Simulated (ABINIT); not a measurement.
# Beyond one shot: AlAs (F-43m), part 2 of 3

How far does self-consistency move the gap of AlAs (F-43m)?

ABINIT 10.8.3; PBE and many-body steps on it, plane waves. Known limits of the many-body steps: not at the basis limit; no spin-orbit coupling; coarse k mesh.

So far. Step 4 (G0W0): The gap on the mesh goes from 1.44 eV to 1.86 eV, a correction of +0.43 eV. Step 5 (QSGW, cycle 1): Against G0W0 in ABINIT (4×4×4 mesh, 86 bands, screening to 136.1 eV, Godby-Needs plasmon pole), the gap moves by +0.120 eV.

**6. Screening, 4×4×4 mesh, 86 bands, screening to 136.1 eV**

This step: RPA screening on PBE, plane waves, norm-conserving pseudopotentials.

Input file run.abi:

```
acell 3*1.0 Angstrom
rprim 
  0.000000000000 2.830400000000 2.830400000000
  2.830400000000 0.000000000000 2.830400000000
  2.830400000000 2.830400000000 -0.000000000000
ntypat 2
znucl 13 33
natom 2
typat 1 2
xred 
  0.000000000000 0.000000000000 0.000000000000
  0.250000000000 0.250000000000 0.250000000000
pp_dirpath "pseudos"
pseudos "Al.upf, As.upf"
ecut 44
ngkpt 4 4 4
nshiftk 1
shiftk 0 0 0
kptopt 1
chksymbreak 0
istwfk *1
occopt 1
irdwfk 1
optdriver 3
nband 86
ecuteps 5
inclvkb 2
awtr 1
symchi 1
gwcalctyp 28
mbpt_sciss 0.908 eV
nqptdm 1
qptdm 
  0 0 0
indata_prefix "in"
outdata_prefix "out"
tmpdata_prefix "tmp"
```

Command:

```bash
OMP_NUM_THREADS=1 mpirun -n 4 abinit run.abi > log
```

Log:

```text
.Version 10.8.3 of ABINIT. v10.8.2 released Aug 2026.

 Symmetries : space group F-4 3 m (#216); Bravais cF (face-center cubic)
[... echo of the input left out ...]
== DATASET  1 ==================================================================
-   mpi_nproc: 4, omp_nthreads: 1 (-1 if OMP is not activated)

--- !DatasetInfo
iteration_state: {dtset: 1, }
dimensions: {natom: 2, nkpt: 8, mband: 86, nsppol: 1, nspinor: 1, nspden: 1, mpw: 4314, }
cutoff_energies: {ecut:  44.0, pawecutdg:  -1.0, }
electrons: {nelect:   2.60000000E+01, charge:   0.00000000E+00, occopt:   1.00000000E+00, tsmear:   1.00000000E-02, }

 SCREENING: Calculation of the susceptibility and dielectric matrices

 Based on a program developped by R.W. Godby, V. Olevano, G. Onida, and L. Reining.
 Incorporated in ABINIT by V. Olevano, G.-M. Rignanese, and M. Torrent.
.Using double precision arithmetic ; gwpc =  8

[... cell and pseudopotentials left out ...]
--------------------------------------------------------------------------------

 ==== K-mesh for the wavefunctions ====
 Number of points in the irreducible wedge :     8
[... list of points left out ...]
 Together with 24 symmetry operations and time-reversal symmetry
 yields    64 points in the full Brillouin Zone.

 ==== Q-mesh for the screening function ====
 Number of points in the irreducible wedge :     8
[... list of points left out ...]
 Together with 24 symmetry operations and time-reversal symmetry
 yields    64 points in the full Brillouin Zone.

 setmesh: FFT mesh size selected  =    30x   30x   30
          total number of points  =        27000

 vcoul_init : cutoff-mode = AUXILIARY_FUNCTION
 q-points for optical limit:   1
     1)      0.000010    0.000020    0.000030

 Dielectric matrix will be calculated only for some
 selected q points provided by the user through the input variables
 nqptdm and qptdm

- screening: taking advantage of time-reversal symmetry
- Maximum band index for partially occupied states nbvw = 13
- Remaining bands to be divided among processors   nbcw = 73
- Number of bands treated by each node ~18

 rdqps: reading QP wavefunctions of the previous step
        looking for file in_QPS
 file not found, 1st iteration initialized with KS eigenelements

 screening : performing a first self-consistency
 update of the energies in W by a scissor operator
 applying a scissor operator of [eV] :   0.908

 Number of electrons calculated from density =   26.0000; Expected =   26.0000
 average of density, n =  0.084958
 r_s =    1.4111
 omega_plasma =   28.1162 [eV]

 calculating chi0 at frequencies [eV] :
  1    0.000000E+00    0.000000E+00
  2    0.000000E+00    2.811624E+01

--------------------------------------------------------------------------------
  q-point number  1        q = ( 0.000000, 0.000000, 0.000000) [r.l.u.]
--------------------------------------------------------------------------------
[... chi0 elements left out ...]
 For q-point:  0.000010 0.000020 0.000030
  dielectric constant =  11.6401
  dielectric constant without local fields =  12.9218

  Average fulfillment of the sum rule on Im[epsilon] for q-point    1 :     38.64  [%]
[... wings left out ...]
== END DATASET(S) ==============================================================
================================================================================

 -outvars: echo values of variables after computation  --------
           etotal      0.0000000000E+00
            nband          86
             nkpt           8
          spgroup         216
 [... the other variables as echoed above ...]

 Calculation completed.
```

It took 5.2 s on 4 MPI ranks of Arm Neoverse V2, shared host; peak memory 0.55 GiB; 20 s of CPU time.

This step gave:

```yaml
eps_infinity_with_local_fields_on_this_mesh_along_the_program_s_q_direction: 11.64
the_same_without_local_fields: 12.92
plasma_frequency: 28.12 eV
plane_waves_in_the_screening_matrix: 169
```

This screening uses the functional's bands under a rigid shift, the mean opening of the cycle before.

**7. Screening, 4×4×4 mesh, 86 bands, screening to 136.1 eV**

This step: RPA screening on PBE from quasiparticle energies and orbitals, plane waves, norm-conserving pseudopotentials.

Changes to run.abi since step 6:

```diff
@@ -29,7 +29,13 @@
 symchi 1
+irdqps 1
 gwcalctyp 28
-mbpt_sciss 0.908 eV
-nqptdm 1
+nqptdm 7
 qptdm 
-  0 0 0
+  0.2500000000 0.0000000000 0.0000000000
+  0.5000000000 0.0000000000 0.0000000000
+  0.2500000000 0.2500000000 0.0000000000
+  0.5000000000 0.2500000000 0.0000000000
+  -0.2500000000 0.2500000000 0.0000000000
+  0.5000000000 0.5000000000 0.0000000000
+  -0.2500000000 0.5000000000 0.2500000000
 indata_prefix "in"
```

Input file mrgscr.stdin:

```
2
merged
q0_SCR
out_SCR
1
```

Command:

```bash
OMP_NUM_THREADS=1 mpirun -n 4 abinit run.abi > log; mrgscr < mrgscr.stdin
```

Log:

```text
.Version 10.8.3 of ABINIT. v10.8.2 released Aug 2026.

 Symmetries : space group F-4 3 m (#216); Bravais cF (face-center cubic)
[... echo of the input left out ...]
== DATASET  1 ==================================================================
-   mpi_nproc: 4, omp_nthreads: 1 (-1 if OMP is not activated)

--- !DatasetInfo
iteration_state: {dtset: 1, }
dimensions: {natom: 2, nkpt: 8, mband: 86, nsppol: 1, nspinor: 1, nspden: 1, mpw: 4314, }
cutoff_energies: {ecut:  44.0, pawecutdg:  -1.0, }
[...]
q-point number  1        q = ( 0.250000, 0.000000, 0.000000) [r.l.u.]
--------------------------------------------------------------------------------
[... chi0 elements left out ...]
  Average fulfillment of the sum rule on Im[epsilon] for q-point    2 :     45.74  [%]

--------------------------------------------------------------------------------
  q-point number  2        q = ( 0.500000, 0.000000, 0.000000) [r.l.u.]
--------------------------------------------------------------------------------
[... chi0 elements left out ...]
  Average fulfillment of the sum rule on Im[epsilon] for q-point    3 :     42.38  [%]

 [... 5 further q-points ...]
```

Elapsed: 16 s, on 4 MPI ranks; peak memory 0.77 GiB; 64 s of CPU time.

Numbers from this step:

* plasma frequency: 28.12 eV
* plane waves in the screening matrix: 169

This screening reads the quasiparticle levels of the cycle before.

**8. QSGW, cycle 2**

The corrected levels of the last cycle go back in.

This step: QSGW on PBE, plane waves, norm-conserving pseudopotentials.

Changes to run.abi since step 7:

```diff
@@ -23,12 +23,10 @@
 irdwfk 1
-optdriver 3
+optdriver 4
 nband 86
-ecuteps 5
-inclvkb 2
-awtr 1
-symchi 1
-irdqps 1
 gwcalctyp 28
-nqptdm 7
-qptdm 
+ecutsigx 44
+symsigma 0
+nkptgw 8
+kptgw 
+  0.0000000000 0.0000000000 0.0000000000
   0.2500000000 0.0000000000 0.0000000000
@@ -40,2 +38,16 @@
   -0.2500000000 0.5000000000 0.2500000000
+bdgw 
+  11 20
+  11 20
+  11 20
+  11 20
+  11 20
+  11 20
+  11 20
+  11 20
+ecuteps 5
+irdscr 1
+ppmodel 1
+irdqps 1
+rhoqpmix 0.3
 indata_prefix "in"
```

Command:

```bash
OMP_NUM_THREADS=1 mpirun -n 4 abinit run.abi > log
```

Log:

```text
.Version 10.8.3 of ABINIT. v10.8.2 released Aug 2026.

 Symmetries : space group F-4 3 m (#216); Bravais cF (face-center cubic)
[... echo of the input left out ...]
== DATASET  1 ==================================================================
-   mpi_nproc: 4, omp_nthreads: 1 (-1 if OMP is not activated)

--- !DatasetInfo
iteration_state: {dtset: 1, }
dimensions: {natom: 2, nkpt: 8, mband: 86, nsppol: 1, nspinor: 1, nspden: 1, mpw: 4314, }
cutoff_energies: {ecut:  44.0, pawecutdg:  -1.0, }
[...]
.  kptgw no:  3; Maximum DeltaE = (   0.071  -0.002) for band index:  9
[...]
.  kptgw no:  7; Maximum DeltaE = (   0.063  -0.000) for band index:  6
.  kptgw no:  8; Maximum DeltaE = (  -0.007   0.009) for band index:  9

== END DATASET(S) ==============================================================
================================================================================

 -outvars: echo values of variables after computation  --------
           etotal      0.0000000000E+00
            nband          86
             nkpt           8
          spgroup         216
 [... the other variables as echoed above ...]

 Calculation completed.
```

It took 81 s on 4 MPI ranks; peak memory 1.2 GiB; 5.4 min of CPU time.

Numbers from this step:

* quasiparticle gap on the mesh: 2.027 eV
* gap of the density functional on the mesh: 1.436 eV
* k of the valence top: 0, 0, 0
* k of the conduction bottom: 0.5, 0.5, 0
* least direct quasiparticle gap on the computed points: 2.978 eV

Against the cycle before, the gap moves by +0.044 eV.

**9. Screening, 4×4×4 mesh, 86 bands, screening to 136.1 eV**

This step: RPA screening on PBE, plane waves, norm-conserving pseudopotentials.

Input file run.abi:

```
acell 3*1.0 Angstrom
rprim 
  0.000000000000 2.830400000000 2.830400000000
  2.830400000000 0.000000000000 2.830400000000
  2.830400000000 2.830400000000 -0.000000000000
ntypat 2
znucl 13 33
natom 2
typat 1 2
xred 
  0.000000000000 0.000000000000 0.000000000000
  0.250000000000 0.250000000000 0.250000000000
pp_dirpath "pseudos"
pseudos "Al.upf, As.upf"
ecut 44
ngkpt 4 4 4
nshiftk 1
shiftk 0 0 0
kptopt 1
chksymbreak 0
istwfk *1
occopt 1
irdwfk 1
optdriver 3
nband 86
ecuteps 5
inclvkb 2
awtr 1
symchi 1
gwcalctyp 28
mbpt_sciss 0.939 eV
nqptdm 1
qptdm 
  0 0 0
indata_prefix "in"
outdata_prefix "out"
tmpdata_prefix "tmp"
```

Log:

```text
.Version 10.8.3 of ABINIT. v10.8.2 released Aug 2026.

 Symmetries : space group F-4 3 m (#216); Bravais cF (face-center cubic)
[... echo of the input left out ...]
== DATASET  1 ==================================================================
-   mpi_nproc: 4, omp_nthreads: 1 (-1 if OMP is not activated)

--- !DatasetInfo
iteration_state: {dtset: 1, }
dimensions: {natom: 2, nkpt: 8, mband: 86, nsppol: 1, nspinor: 1, nspden: 1, mpw: 4314, }
cutoff_energies: {ecut:  44.0, pawecutdg:  -1.0, }
[...]
[... chi0 elements left out ...]
 For q-point:  0.000010 0.000020 0.000030
  dielectric constant =  11.5716
  dielectric constant without local fields =  12.8413

  Average fulfillment of the sum rule on Im[epsilon] for q-point    1 :     38.68  [%]
[... wings left out ...]
== END DATASET(S) ==============================================================
================================================================================

 -outvars: echo values of variables after computation  --------
           etotal      0.0000000000E+00
            nband          86
             nkpt           8
          spgroup         216
 [... the other variables as echoed above ...]

 Calculation completed.
```

It took 5.2 s on 4 MPI ranks; peak memory 0.55 GiB; 20 s of CPU time.

This step gave:

| Item | Value |
| --- | --- |
| ε∞ with local fields, on this mesh, along the program's q direction | 11.57 |
| the same without local fields | 12.84 |
| plasma frequency | 28.12 eV |
| plane waves in the screening matrix | 169 |

This screening uses the functional's bands under a rigid shift, the mean opening of the cycle before.

**10. Screening, 4×4×4 mesh, 86 bands, screening to 136.1 eV**

This step: RPA screening on PBE from quasiparticle energies and orbitals, plane waves, norm-conserving pseudopotentials.

Changes to run.abi since step 9:

```diff
@@ -29,7 +29,13 @@
 symchi 1
+irdqps 1
 gwcalctyp 28
-mbpt_sciss 0.939 eV
-nqptdm 1
+nqptdm 7
 qptdm 
-  0 0 0
+  0.2500000000 0.0000000000 0.0000000000
+  0.5000000000 0.0000000000 0.0000000000
+  0.2500000000 0.2500000000 0.0000000000
+  0.5000000000 0.2500000000 0.0000000000
+  -0.2500000000 0.2500000000 0.0000000000
+  0.5000000000 0.5000000000 0.0000000000
+  -0.2500000000 0.5000000000 0.2500000000
 indata_prefix "in"
```

mrgscr.stdin is that of step 7.

Command:

```bash
OMP_NUM_THREADS=1 mpirun -n 4 abinit run.abi > log; mrgscr < mrgscr.stdin
```

Log:

```text
.Version 10.8.3 of ABINIT. v10.8.2 released Aug 2026.

 Symmetries : space group F-4 3 m (#216); Bravais cF (face-center cubic)
[... echo of the input left out ...]
== DATASET  1 ==================================================================
-   mpi_nproc: 4, omp_nthreads: 1 (-1 if OMP is not activated)

--- !DatasetInfo
iteration_state: {dtset: 1, }
dimensions: {natom: 2, nkpt: 8, mband: 86, nsppol: 1, nspinor: 1, nspden: 1, mpw: 4314, }
cutoff_energies: {ecut:  44.0, pawecutdg:  -1.0, }
[...]
q-point number  1        q = ( 0.250000, 0.000000, 0.000000) [r.l.u.]
--------------------------------------------------------------------------------
[... chi0 elements left out ...]
  Average fulfillment of the sum rule on Im[epsilon] for q-point    2 :     45.77  [%]

--------------------------------------------------------------------------------
  q-point number  2        q = ( 0.500000, 0.000000, 0.000000) [r.l.u.]
--------------------------------------------------------------------------------
[... chi0 elements left out ...]
  Average fulfillment of the sum rule on Im[epsilon] for q-point    3 :     42.43  [%]

 [... 5 further q-points ...]
```

Run time: 16 s. Hardware: 4 MPI ranks; peak memory 0.77 GiB.

Numbers from this step:

| Item | Value |
| --- | --- |
| plasma frequency | 28.12 eV |
| plane waves in the screening matrix | 169 |

This screening reads the quasiparticle levels of the cycle before.

**11. QSGW, cycle 3**

This step: QSGW on PBE, plane waves, norm-conserving pseudopotentials.

Changes to run.abi since step 10:

```diff
@@ -23,12 +23,10 @@
 irdwfk 1
-optdriver 3
+optdriver 4
 nband 86
-ecuteps 5
-inclvkb 2
-awtr 1
-symchi 1
-irdqps 1
 gwcalctyp 28
-nqptdm 7
-qptdm 
+ecutsigx 44
+symsigma 0
+nkptgw 8
+kptgw 
+  0.0000000000 0.0000000000 0.0000000000
   0.2500000000 0.0000000000 0.0000000000
@@ -40,2 +38,16 @@
   -0.2500000000 0.5000000000 0.2500000000
+bdgw 
+  11 20
+  11 20
+  11 20
+  11 20
+  11 20
+  11 20
+  11 20
+  11 20
+ecuteps 5
+irdscr 1
+ppmodel 1
+irdqps 1
+rhoqpmix 0.3
 indata_prefix "in"
```

Command:

```bash
OMP_NUM_THREADS=1 mpirun -n 4 abinit run.abi > log
```

Log:

```text
.Version 10.8.3 of ABINIT. v10.8.2 released Aug 2026.

 Symmetries : space group F-4 3 m (#216); Bravais cF (face-center cubic)
[... echo of the input left out ...]
== DATASET  1 ==================================================================
-   mpi_nproc: 4, omp_nthreads: 1 (-1 if OMP is not activated)

--- !DatasetInfo
iteration_state: {dtset: 1, }
dimensions: {natom: 2, nkpt: 8, mband: 86, nsppol: 1, nspinor: 1, nspden: 1, mpw: 4314, }
cutoff_energies: {ecut:  44.0, pawecutdg:  -1.0, }
[...]
.  kptgw no:  3; Maximum DeltaE = (  -0.029   0.000) for band index:  3
[...]
.  kptgw no:  7; Maximum DeltaE = (   0.009  -0.000) for band index:  8
.  kptgw no:  8; Maximum DeltaE = (   0.005   0.005) for band index:  9

== END DATASET(S) ==============================================================
================================================================================

 -outvars: echo values of variables after computation  --------
           etotal      0.0000000000E+00
            nband          86
             nkpt           8
          spgroup         216
 [... the other variables as echoed above ...]

 Calculation completed.
```

Run time: 82 s. Hardware: 4 MPI ranks; peak memory 1.2 GiB.

This step gave:

| Item | Value |
| --- | --- |
| quasiparticle gap on the mesh | 2.088 eV |
| gap of the density functional on the mesh | 1.436 eV |
| k of the valence top | 0, 0, 0 |
| k of the conduction bottom | 0.5, 0.5, 0 |
| least direct quasiparticle gap on the computed points | 3.024 eV |

Against the cycle before, the gap moves by +0.061 eV.

**12. Screening, 4×4×4 mesh, 86 bands, screening to 136.1 eV**

This step: RPA screening on PBE, plane waves, norm-conserving pseudopotentials.

Input file run.abi:

```
acell 3*1.0 Angstrom
rprim 
  0.000000000000 2.830400000000 2.830400000000
  2.830400000000 0.000000000000 2.830400000000
  2.830400000000 2.830400000000 -0.000000000000
ntypat 2
znucl 13 33
natom 2
typat 1 2
xred 
  0.000000000000 0.000000000000 0.000000000000
  0.250000000000 0.250000000000 0.250000000000
pp_dirpath "pseudos"
pseudos "Al.upf, As.upf"
ecut 44
ngkpt 4 4 4
nshiftk 1
shiftk 0 0 0
kptopt 1
chksymbreak 0
istwfk *1
occopt 1
irdwfk 1
optdriver 3
nband 86
ecuteps 5
inclvkb 2
awtr 1
symchi 1
gwcalctyp 28
mbpt_sciss 0.983 eV
nqptdm 1
qptdm 
  0 0 0
indata_prefix "in"
outdata_prefix "out"
tmpdata_prefix "tmp"
```

Log:

```text
.Version 10.8.3 of ABINIT. v10.8.2 released Aug 2026.

 Symmetries : space group F-4 3 m (#216); Bravais cF (face-center cubic)
[... echo of the input left out ...]
== DATASET  1 ==================================================================
-   mpi_nproc: 4, omp_nthreads: 1 (-1 if OMP is not activated)

--- !DatasetInfo
iteration_state: {dtset: 1, }
dimensions: {natom: 2, nkpt: 8, mband: 86, nsppol: 1, nspinor: 1, nspden: 1, mpw: 4314, }
cutoff_energies: {ecut:  44.0, pawecutdg:  -1.0, }
[...]
[... chi0 elements left out ...]
 For q-point:  0.000010 0.000020 0.000030
  dielectric constant =  11.4760
  dielectric constant without local fields =  12.7292

  Average fulfillment of the sum rule on Im[epsilon] for q-point    1 :     38.73  [%]
[... wings left out ...]
== END DATASET(S) ==============================================================
================================================================================

 -outvars: echo values of variables after computation  --------
           etotal      0.0000000000E+00
            nband          86
             nkpt           8
          spgroup         216
 [... the other variables as echoed above ...]

 Calculation completed.
```

It took 5.2 s on 4 MPI ranks; peak memory 0.55 GiB; 20 s of CPU time.

Numbers from this step:

* ε∞ with local fields, on this mesh, along the program's q direction: 11.48
* the same without local fields: 12.73
* plasma frequency: 28.12 eV
* plane waves in the screening matrix: 169

This screening uses the functional's bands under a rigid shift, the mean opening of the cycle before.

**13. Screening, 4×4×4 mesh, 86 bands, screening to 136.1 eV**

This step: RPA screening on PBE from quasiparticle energies and orbitals, plane waves, norm-conserving pseudopotentials.

Changes to run.abi since step 12:

```diff
@@ -29,7 +29,13 @@
 symchi 1
+irdqps 1
 gwcalctyp 28
-mbpt_sciss 0.983 eV
-nqptdm 1
+nqptdm 7
 qptdm 
-  0 0 0
+  0.2500000000 0.0000000000 0.0000000000
+  0.5000000000 0.0000000000 0.0000000000
+  0.2500000000 0.2500000000 0.0000000000
+  0.5000000000 0.2500000000 0.0000000000
+  -0.2500000000 0.2500000000 0.0000000000
+  0.5000000000 0.5000000000 0.0000000000
+  -0.2500000000 0.5000000000 0.2500000000
 indata_prefix "in"
```

mrgscr.stdin is that of step 10.

Command:

```bash
OMP_NUM_THREADS=1 mpirun -n 4 abinit run.abi > log; mrgscr < mrgscr.stdin
```

Log:

```text
.Version 10.8.3 of ABINIT. v10.8.2 released Aug 2026.

 Symmetries : space group F-4 3 m (#216); Bravais cF (face-center cubic)
[... echo of the input left out ...]
== DATASET  1 ==================================================================
-   mpi_nproc: 4, omp_nthreads: 1 (-1 if OMP is not activated)

--- !DatasetInfo
iteration_state: {dtset: 1, }
dimensions: {natom: 2, nkpt: 8, mband: 86, nsppol: 1, nspinor: 1, nspden: 1, mpw: 4314, }
cutoff_energies: {ecut:  44.0, pawecutdg:  -1.0, }
[...]
q-point number  1        q = ( 0.250000, 0.000000, 0.000000) [r.l.u.]
--------------------------------------------------------------------------------
[... chi0 elements left out ...]
  Average fulfillment of the sum rule on Im[epsilon] for q-point    2 :     45.80  [%]

--------------------------------------------------------------------------------
  q-point number  2        q = ( 0.500000, 0.000000, 0.000000) [r.l.u.]
--------------------------------------------------------------------------------
[... chi0 elements left out ...]
  Average fulfillment of the sum rule on Im[epsilon] for q-point    3 :     42.45  [%]

 [... 5 further q-points ...]
```

It took 16 s on 4 MPI ranks; peak memory 0.77 GiB.

This step gave:

| Quantity | Value |
| --- | --- |
| plasma frequency | 28.12 eV |
| plane waves in the screening matrix | 169 |

This screening reads the quasiparticle levels of the cycle before.

(Continued in part 3 of 3.)

[Paths, hosts, dates, memory and timing lines, banners, echoed tables and standing remarks are left out of the program output.]

[Logs are printed without paths, hosts, clocks, repeated set-up lines and the standing remarks that a program may print on its own settings, such as how far it seeks lower states.]

[Runs of the session that timed out or met a known fault of the program may be left out.]

[Hosts, paths, dates, database ids (printed as entryN), source tags and the programs' standing remarks are cut or masked in the printed files.]

[G0W0 gaps are taken among the corrected bands and points alone; a level outside them can change the order at an edge.]

[Where Ansatz stands beside ABINIT at settings called matched, ABINIT's density can come from a denser mesh and the files from another edition; pairs whose starting gaps differed by over 0.03 eV were left out, so agreement reads better than it is.]
